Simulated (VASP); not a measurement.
Here is a VASP 6.6.1 calculation.

The input INCAR:

```
SYSTEM = Y
PREC = Accurate
ENCUT = 520
EDIFF = 1E-6
ISMEAR = -1
SIGMA = 0.05
LREAL = .FALSE.
LASPH = .TRUE.
NELM = 80
ALGO = Normal
ISIF = 2
LWAVE = .FALSE.
LCHARG = .FALSE.
LMAXMIX = 4
GGA = AM
NBANDS = 18
```

KPOINTS

```
Automatic mesh
0
G
  8 8 5
  0 0 0
```

POSCAR

```
Y
1.0
    3.6474000000      0.0000000000      0.0000000000
   -1.8237000000      3.1587410578      0.0000000000
    0.0000000000      0.0000000000      5.7306000000
Y
2
Direct
    0.6666666667      0.3333333333      0.7500000000
    0.3333333333      0.6666666667      0.2500000000
```

Contents of KPOINTS_OPT:

```
path GMKGALHA,LM,KH
15
line-mode
reciprocal
 0.0000000000  0.0000000000  0.0000000000  G
 0.5000000000  0.0000000000  0.0000000000  M

 0.5000000000  0.0000000000  0.0000000000  M
 0.3333333333  0.3333333333  0.0000000000  K

 0.3333333333  0.3333333333  0.0000000000  K
 0.0000000000  0.0000000000  0.0000000000  G

 0.0000000000  0.0000000000  0.0000000000  G
 0.0000000000  0.0000000000  0.5000000000  A

 0.0000000000  0.0000000000  0.5000000000  A
 0.5000000000  0.0000000000  0.5000000000  L

 0.5000000000  0.0000000000  0.5000000000  L
 0.3333333333  0.3333333333  0.5000000000  H

 0.3333333333  0.3333333333  0.5000000000  H
 0.0000000000  0.0000000000  0.5000000000  A

 0.5000000000  0.0000000000  0.5000000000  L
 0.5000000000  0.0000000000  0.0000000000  M

 0.3333333333  0.3333333333  0.0000000000  K
 0.3333333333  0.3333333333  0.5000000000  H
```

Potentials or basis: VASP PAW PBE potentials, release 64 (Y_sv).

Run with:

```console
$ cat potpaw_PBE.64/Y_sv/POTCAR > POTCAR
$ mpirun -np 1 vasp_std > vasp.out
```

Q: Estimate the band gap along the path.

A: None (metal or under the smearing width).

Q: What does it give for the pressure?

A: -1.7 GPa.

Stress tensor (GPa, compression positive):
```
-1.53  0.00  0.00
 0.00 -1.53  0.00
 0.00  0.00 -1.95
```

Caveat: the PAW data sets were made with another functional, which shifts forces and pressure a little.
